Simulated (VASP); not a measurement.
# AlN (P6_3mc) in VASP: settings compared, part 3 of 3

VASP 6.6.1. The steps go on from the part before.

### 5 Relaxation of cell and atoms, RPBE

Input file INCAR:

```
ALGO = Normal
EDIFF = 1E-7
EDIFFG = -0.02
ENCUT = 600
GGA = RP
IBRION = 2
ISIF = 3
ISMEAR = -1
LASPH = T
LCHARG = F
LREAL = F
LWAVE = F
NELM = 100
NSW = 40
PREC = Accurate
SIGMA = 0.05
```

Input file KPOINTS:

```
k-points
0
Gamma
  7 7 5
```

Input file POSCAR:

```
AlN
1.0
    3.1130000000      0.0000000000      0.0000000000
   -1.5565000000      2.6959370820      0.0000000000
    0.0000000000      0.0000000000      4.9810000000
Al N
2 2
Direct
    0.6666666667      0.3333333333      0.5000000000
    0.3333333333      0.6666666667      0.0000000000
    0.6666666667      0.3333333333      0.8800000000
    0.3333333333      0.6666666667      0.3800000000
```

Potentials or basis: VASP PAW PBE potentials, release 64 (Al, N).

Launch:

```
cat potpaw_PBE.64/Al/POTCAR potpaw_PBE.64/N/POTCAR > POTCAR
mpirun -np 1 vasp_std > vasp.out
```

OUTCAR:

```text
EDIFF = 1E-7
   EDIFFG = -0.02
   ENCUT = 600
   GGA = RP
   IBRION = 2
   ISIF = 3
   ISMEAR = -1
   LASPH = T
   LREAL = F
   NELM = 100
   NSW = 40
   PREC = Accurate

 ion  position               nearest neighbor table
   1  0.667  0.333  0.500-   3 1.89   4 1.89   4 1.89   4 1.89   2 3.07   2 3.07   2 3.07   2 3.07
                             2 3.07   2 3.07
   2  0.333  0.667  0.000-   4 1.89   3 1.89   3 1.89   3 1.89   1 3.07   1 3.07   1 3.07   1 3.07
                             1 3.07   1 3.07
   3  0.667  0.333  0.880-   1 1.89   2 1.89   2 1.89   2 1.89
   4  0.333  0.667  0.380-   2 1.89   1 1.89   1 1.89   1 1.89

  LATTYP: Found a hexagonal cell.
 ALAT       =     3.1130000000
 C/A-ratio  =     1.6000642467

  Lattice vectors:

 A1 = (   3.1130000000,   0.0000000000,   0.0000000000)
 A2 = (  -1.5565000000,   2.6959370820,   0.0000000000)
 A3 = (   0.0000000000,   0.0000000000,   4.9810000000)

Analysis of symmetry for initial positions (statically):
=====================================================================
 Subroutine PRICEL returns:
 Original cell was already a primitive cell.

 Routine SETGRP: Setting up the symmetry group for a
 hexagonal supercell.

 Subroutine GETGRP returns: Found 12 space group operations
 (whereof  6 operations were pure point group operations)
 out of a pool of 24 trial point group operations.

The static configuration has the point symmetry C_3v.
 The point group associated with its full space group is C_6v.

Analysis of symmetry for dynamics (positions and initial velocities):
=====================================================================
 Subroutine PRICEL returns:
 Original cell was already a primitive cell.

 Routine SETGRP: Setting up the symmetry group for a
 hexagonal supercell.

 Subroutine GETGRP returns: Found 12 space group operations
 (whereof  6 operations were pure point group operations)
 out of a pool of 24 trial point group operations.

The dynamic configuration has the point symmetry C_3v.
 The point group associated with its full space group is C_6v.

 Subroutine INISYM returns: Found 12 space group operations
 (whereof  6 operations are pure point group operations),
 and found     1 'primitive' translations

----------------------------------------------------------------------------------------

                                     Primitive cell

  volume of cell :      41.8028

  direct lattice vectors                    reciprocal lattice vectors
     3.113000000  0.000000000  0.000000000     0.321233537  0.185464269  0.000000000
    -1.556500000  2.695937082  0.000000000     0.000000000  0.370928538  0.000000000
     0.000000000  0.000000000  4.981000000     0.000000000  0.000000000  0.200762899

  length of vectors
     3.113000000  3.113000000  4.981000000     0.370928538  0.370928538  0.200762899

  position of ions in fractional coordinates (direct lattice)
     0.666666667  0.333333333  0.500000000
     0.333333333  0.666666667  0.000000000
     0.666666667  0.333333333  0.880000000
     0.333333333  0.666666667  0.380000000

  ion indices of the primitive-cell ions
   primitive index   ion index
                 1           1
                 2           2
                 3           3
                 4           4

----------------------------------------------------------------------------------------

 KPOINTS: k-points

Automatic generation of k-mesh.
 Grid dimensions read from file:
 generate k-points for:    7    7    5

 Generating k-lattice:

  Cartesian coordinates                     Fractional coordinates (reciprocal lattice)
     0.045890505  0.026494896  0.000000000     0.142857143  0.000000000  0.000000000
     0.000000000  0.052989791  0.000000000     0.000000000  0.142857143  0.000000000
     0.000000000  0.000000000  0.040152580     0.000000000  0.000000000  0.200000000

  Length of vectors
     0.052989791  0.052989791  0.040152580

  Shift w.r.t. Gamma in fractional coordinates (k-lattice)
     0.000000000  0.000000000  0.000000000

 Subroutine IBZKPT returns following result:
 ===========================================

 Found     24 irreducible k-points:

 Following reciprocal coordinates:
            Coordinates               Weight
  0.000000  0.000000  0.000000      1.000000
  0.142857  0.000000  0.000000      6.000000
  0.285714  0.000000  0.000000      6.000000
  0.428571  0.000000  0.000000      6.000000
  0.142857  0.142857  0.000000      6.000000
  0.285714  0.142857  0.000000     12.000000
[... 16 lines left out ...]
  0.428571  0.142857  0.400000     12.000000
  0.285714  0.285714  0.400000     12.000000
   k-points           NKPTS =     24   k-points in BZ     NKDIM =     24   number of bands    NBANDS=     12
   number of dos      NEDOS =    301   number of ions     NIONS =      4
   total plane-waves  NPLWV =  31360
   dimension x,y,z NGX =    28 NGY =   28 NGZ =   40
   dimension x,y,z NGXF=    56 NGYF=   56 NGZF=   80
   ions per type =               2   2
   NGX,Y,Z   is equivalent  to a cutoff of  14.95, 14.95, 13.35 a.u.
   NGXF,Y,Z  is equivalent  to a cutoff of  29.91, 29.91, 26.70 a.u.
 SYSTEM =  unknown system
   PREC   = accura    normal or accurate (medium, high low for compatibility)
   ISTART =      0    job   : 0-new  1-cont  2-samecut
   ICHARG =      2    charge: 1-file 2-atom 10-const
   ISPIN  =      1    spin polarized calculation?
   LNONCOLLINEAR =      F non collinear calculations
   LSORBIT =      F    spin-orbit coupling
   LASPH  =      T    aspherical Exc in radial PAW
   ENCUT  =  600.0 eV  44.10 Ry    6.64 a.u.   6.22  6.22  9.95*2*pi/ulx,y,z
   NELM   =    100;   NELMIN=  2; NELMDL= -5     # of ELM steps
   EDIFF  = 0.1E-06   stopping-criterion for ELM
   LREAL  =      F    real-space projection
   EDIFFG = -.2E-01   stopping-criterion for IOM
   NSW    =     40    number of steps for IOM
   IBRION =      2    ionic relax: 0-MD 1-quasi-New 2-CG
   NFREE  =      1    steps in history (QN), initial steepest desc. (CG)
   ISIF   =      3    stress and relaxation
   ISYM   =      2    0-nonsym 1-usesym 2-fastsym
   POTIM  = 0.5000    time-step for ionic-motion
   TEBEG  =    0.0;   TEEND  =   0.0 temperature during run
   PSTRESS=    0.0 pullay stress
   NELECT =      16.0000    total number of electrons
   NUPDOWN=      -1.0000    fix difference up-down
   EMIN   =  10.00;   EMAX   =-10.00  energy-range for DOS
   EFERMI =   0.00;   METHOD = LEGACY
   ISMEAR =    -1;   SIGMA  =   0.05  broadening in eV -4-tet -1-fermi 0-gaus
   EFERMI_NEDOS =   21; number of points for ismear=-14 and -15
   IALGO  =     38    algorithm
   IMIX   =      4    mixing-type and parameters
     AMIX     =   0.40;   BMIX     =  1.00
     AMIX_MAG =   1.60;   BMIX_MAG =  1.00
  volume/ion in A,a.u.               =      10.45        70.52
  Fermi-wavevector in a.u.,A,eV,Ry     =   1.188629  2.246183 19.222843  1.412839
  Thomas-Fermi vector in A             =   2.324754
   LORBIT       =      0    0 simple, 1 ext, 2 COOP (PROOUT), +10 PAW based schemes
   GGA     = RP    functional components
   LHFCALC =     F    Hartree Fock is set to
   AEXX    =    0.0000 exact exchange contribution
   IVDW    =     0    specifies the selected vdW correction
   LEPSILON=     F    determine dielectric tensor
   LRPA    =     F    only Hartree local field effects (RPA)
 conjugate gradient relaxation of ions
 non-spin polarized calculation
  energy-cutoff  :      600.00
  volume of cell :       41.80
 maximum number of plane-waves:      1418
 NGX is ok and might be reduce to    28
   NGX = 13   NGY = 13   NGZ = 19

--------------------------------------- Ionic step        1  -------------------------------------------

 number of electron      16.0000000 magnetization

 Free energy of the ion-electron system (eV)
  ---------------------------------------------------
  ext. energy  EPLUGINS =         0.00000000
  ---------------------------------------------------
  free energy    TOTEN  =       -28.32297906 eV

  energy without entropy =      -28.32297906  energy(sigma->0) =      -28.32297906

------------------------ aborting loop because EDIFF is reached ----------------------------------------

  FORCE on cell =-STRESS in cart. coord.  units (eV):
  Direction    XX          YY          ZZ          XY          YZ          ZX
  --------------------------------------------------------------------------------------
  -------------------------------------------------------------------------------------
  Total        1.5940092      1.5940092      1.9916290      0.0000000     -0.0000000     -0.0000000
  in kB       61.0936387     61.0936387     76.3332236      0.0000000     -0.0000000     -0.0000000
  external PRESSURE =      66.1735003 kB  Pullay stress =       0.0000000 kB
[... 61 lines left out ...]
  energy  without entropy=      -28.3309326789  energy(sigma->0) =      -28.33093268

--------------------------------------- Ionic step        3  -------------------------------------------

 number of electron      15.9999999 magnetization

 Free energy of the ion-electron system (eV)
  ---------------------------------------------------
  ext. energy  EPLUGINS =         0.00000000
  ---------------------------------------------------
  free energy    TOTEN  =       -28.35228494 eV

  energy without entropy =      -28.35228494  energy(sigma->0) =      -28.35228494

 E-fermi :   6.8972     XC(G=0): -10.6332

 val. band max:        5.9389191009   @ k =   0.0000   0.0000   0.0000
 cond. band min:       9.9052574238   @ k =   0.0000   0.0000   0.0000
 fundamental gap:      3.9663383229
 Fermi energy:         6.8971647173

 k-point     1 :       0.0000    0.0000    0.0000
  band No.  band energies     occupation
      1      -9.0834      2.00000
      2      -7.0738      2.00000
      3       0.1280      2.00000
      4       5.1085      2.00000
      5       5.1085      2.00000
      6       5.7428      2.00000
      7       5.7428      2.00000
      8       5.9389      2.00000
      9       9.9053      0.00000
     10      12.4213      0.00000
     11      16.3646      0.00000
     12      16.9577      0.00000
[... 374 lines left out ...]
  FREE ENERGIE OF THE ION-ELECTRON SYSTEM (eV)
  ---------------------------------------------------
  free  energy   TOTEN  =       -28.3522849369 eV

  energy  without entropy=      -28.3522849368  energy(sigma->0) =      -28.35228494

 reached required accuracy - stopping structural energy minimisation
```

OSZICAR:

```text
N       E                     dE             d eps       ncg     rms          rms(c)
DAV:   1     0.603568613506E+02    0.60357E+02   -0.81196E+03   576   0.132E+03
DAV:   2    -0.284490896390E+02   -0.88806E+02   -0.80198E+02   864   0.250E+02
DAV:   3    -0.328963193146E+02   -0.44472E+01   -0.44187E+01   760   0.592E+01
[... 26 lines left out ...]
DAV:   4    -0.283523256907E+02    0.18401E-03   -0.28776E-04   676   0.159E-01    0.633E-02
DAV:   5    -0.283522841456E+02    0.41545E-04   -0.56632E-05   692   0.697E-02    0.240E-02
DAV:   6    -0.283522847468E+02   -0.60112E-06   -0.32905E-06   656   0.181E-02    0.753E-03
DAV:   7    -0.283522849940E+02   -0.24728E-06   -0.11662E-06   700   0.847E-03    0.194E-03
DAV:   8    -0.283522849369E+02    0.57121E-07   -0.13552E-07   332   0.340E-03
   3 F= -.28352285E+02 E0= -.28352285E+02  d E =-.293059E-01
```

CONTCAR:

```text
AlN
   1.00000000000000
     3.1448575965909114    0.0000000000000000   -0.0000000000000000
    -1.5724287982954557    2.7235265699518303    0.0000000000000000
     0.0000000000000000   -0.0000000000000000    5.0446895295670187
  Al              N
     2     2
Direct
     0.6666666667000030    0.3333333332999970    0.4992808065593803
     0.3333333332999970    0.6666666667000030    0.9992808065593803
     0.6666666667000030    0.3333333332999970    0.8807191934406222
     0.3333333332999970    0.6666666667000030    0.3807191934406222

  0.00000000E+00  0.00000000E+00  0.00000000E+00
  0.00000000E+00  0.00000000E+00  0.00000000E+00
  0.00000000E+00  0.00000000E+00  0.00000000E+00
  0.00000000E+00  0.00000000E+00  0.00000000E+00
```

It took 28 s on 1 thread of Intel Xeon Platinum 8375C at 2.90GHz (Ice Lake), shared host; peak memory 0.17 GiB.

What came out:

| Item | Value |
| --- | --- |
| Free energy | -28.3523 eV |
| Relaxed volume | 10.80 Å³/atom |
| Relaxed cell | a = 3.145 Å, b = 3.145 Å, c = 5.045 Å, α = 90.00°, β = 90.00°, γ = 120.00° |
| Space group after relaxing (to 0.05 Å) | P6_3mc (No. 186) |
| Energy gained by relaxing | 7.3 meV/atom |
| Ionic steps | 3 |
| Pressure after relaxing | 0.0 GPa |
| Band gap on the k mesh | 3.97 eV, direct |

The path:
| step | energy change (eV) | largest force (eV/Å) | pressure (GPa) | volume (Å³) |
| --- | --- | --- | --- | --- |
| 1 | 0.0000 | 0.1367 | 6.62 | 41.80 |
| 2 | -0.0080 | 0.0915 | -5.08 | 44.47 |
| 3 | -0.0293 | 0.0003 | -0.01 | 43.21 |

Final structure:
```xyz
4
Lattice="3.1449 0.0000 0.0000 -1.5724 2.7235 0.0000 0.0000 0.0000 5.0447" Properties=species:S:1:pos:R:3 pbc="T T T"
Al    1.5724    0.9078    2.5187
Al    0.0000    1.8157    5.0411
N     1.5724    0.9078    4.4430
N     0.0000    1.8157    1.9206
```

Levels at points of the mesh, in eV from the valence-band top:
```
           k point  band 4  band 5  band 6  band 7  band 8  band 9  band 10  band 11  band 12
(0.00, 0.00, 0.00)   -0.83   -0.83   -0.20   -0.20    0.00    3.97     6.48    10.43    11.02
```

Caveat: the PAW data sets were made with another functional, which shifts forces and pressure a little. Zero-point motion and thermal expansion aren't in these numbers.

### 6 Relaxation of cell and atoms, revPBE

INCAR, as its differences from that of step 5:

```diff
@@ -4,3 +4,3 @@
 ENCUT = 600
-GGA = RP
+GGA = RE
 IBRION = 2
```

KPOINTS is that of step 5.

POSCAR is that of step 5.

Potentials or basis: VASP PAW PBE potentials, release 64 (Al, N).

Launch:

```
cat potpaw_PBE.64/Al/POTCAR potpaw_PBE.64/N/POTCAR > POTCAR
mpirun -np 1 vasp_std > vasp.out
```

It took 28 s on 1 thread of Intel Xeon Platinum 8375C at 2.90GHz (Ice Lake), shared host; peak memory 0.17 GiB.

It converged, with:

```yaml
Free_energy: -28.5790 eV
Relaxed_volume: 10.76 Å³/atom
Relaxed_cell: a = 3.141 Å, b = 3.141 Å, c = 5.038 Å, α = 90.00°, β = 90.00°, γ = 120.00°
Space_group_after_relaxing_to_0.05_Å: P6_3mc (No. 186)
Energy_gained_by_relaxing: 5.8 meV/atom
Ionic_steps: 3
Pressure_after_relaxing: 0.0 GPa
Band_gap_on_the_k_mesh: 3.99 eV, direct
```

Stress tensor (GPa, compression positive):
```
 0.03  0.00  0.00
 0.00  0.03  0.00
 0.00  0.00 -0.09
```

The path:
| step | energy change (eV) | largest force (eV/Å) | pressure (GPa) | volume (Å³) |
| --- | --- | --- | --- | --- |
| 1 | 0.0000 | 0.1354 | 5.83 | 41.80 |
| 2 | -0.0060 | 0.0911 | -4.56 | 44.15 |
| 3 | -0.0230 | 0.0011 | -0.01 | 43.04 |

Final structure:
```
Al N
1.0
     3.14066    0.00000    0.00000
    -1.57033    2.71990    0.00000
     0.00000    0.00000    5.03807
Al N
2 2
Cartesian
  1.5703 0.9066 2.5155
  0.0000 1.8133 5.0345
  1.5703 0.9066 4.4371
  0.0000 1.8133 1.9180
```

Levels at points of the mesh, in eV from the valence-band top:
| k point | band 4 | band 5 | band 6 | band 7 | band 8 | band 9 | band 10 | band 11 | band 12 |
| --- | --- | --- | --- | --- | --- | --- | --- | --- | --- |
| (0.00, 0.00, 0.00) | -0.83 | -0.83 | -0.20 | -0.20 | 0.00 | 3.99 | 6.50 | 10.43 | 11.03 |

Caveat: the PAW data sets were made with another functional, which shifts forces and pressure a little. Zero-point motion and thermal expansion aren't in these numbers.

### 7 For comparison

An earlier run on the cell as given: functional PBE; potentials or basis VASP PAW PBE potentials, release 64 (Al, N); cutoff 520 eV; k mesh 10 × 10 × 6; occupations fermi-dirac, width 0.05 eV; no spin polarisation.

* Pressure: 3.5 GPa
* Largest force: 0.129 eV/Å
* Band gap on the k mesh: 4.22 eV, direct

### 8 Summary

| task | level | potentials or basis | cell | k mesh | cutoff (eV) | gap on the mesh (eV) | pressure (GPa) | relaxed volume (Å³/atom) | largest force (eV/Å) |
| --- | --- | --- | --- | --- | --- | --- | --- | --- | --- |
| relaxation of cell and atoms | LDA | VASP PAW LDA potentials, release 64 (Al, N) | relaxed | 7 × 7 × 5 | 600 | 4.42 | 0.1 | 10.23 | 0.02 |
| relaxation of cell and atoms | PBE | VASP PAW PBE potentials, release 64 (Al, N) | relaxed | 7 × 7 × 5 | 600 | 4.06 | 0.0 | 10.62 | - |
| relaxation of cell and atoms | PBEsol | VASP PAW PBE potentials, release 64 (Al, N) | relaxed | 7 × 7 × 5 | 600 | 4.12 | 0.0 | 10.45 | 0.01 |
| relaxation of cell and atoms | RPBE | VASP PAW PBE potentials, release 64 (Al, N) | relaxed | 7 × 7 × 5 | 600 | 3.97 | 0.0 | 10.80 | - |
| relaxation of cell and atoms | revPBE | VASP PAW PBE potentials, release 64 (Al, N) | relaxed | 7 × 7 × 5 | 600 | 3.99 | 0.0 | 10.76 | - |
| single point | PBE | VASP PAW PBE potentials, release 64 (Al, N) | as given | 10 × 10 × 6 | 520 | 4.22 | 3.5 | - | 0.13 |

Alike in all rows: no spin polarisation; smearing fermi-dirac 0.05 eV.

Caveats: the PAW data sets were made with another functional, which shifts forces and pressure a little (some runs).

Total energies depend on the potentials used, so only differences within one code and one set of settings carry meaning.
